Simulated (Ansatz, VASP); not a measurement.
**TiN: VASP beside Ansatz**

```
CELL_PARAMETERS angstrom
0.00000 2.12062 2.12062
2.12062 0.00000 2.12062
2.12062 2.12062 0.00000
ATOMIC_POSITIONS crystal
Ti 0.00000 0.00000 0.00000
N 0.50000 0.50000 0.50000
```

The cell is a database's computed one.

Alike in both runs: task single point; functional PBEsol; k mesh 8 × 8 × 8; occupations gaussian, width 0.1 eV; no spin polarisation.

|  | VASP | Ansatz |
| --- | --- | --- |
| version | VASP 6.6.1 | Ansatz 0.2.0 |
| potentials or method | VASP PAW PBE potentials, release 64 (Ti_sv, N) | scalar-relativistic, plane waves, PAW |
| plane-wave cutoff (eV) | 520 | 420 |
| valence electrons in the cell | 17 | 17 |

|  | VASP | Ansatz | Ansatz less VASP |
| --- | --- | --- | --- |
| gap on the k mesh at the Fermi level (eV) | none | none | - |
| pressure (GPa) | -6.9 | -7.3 | -0.47 |

A gap of «none» marks a metal or a gap that the smearing closes. Ansatz warned: «pseudo_functional_mismatch».

Caveats: the PAW data sets were made with another functional, which shifts forces and pressure a little (VASP).
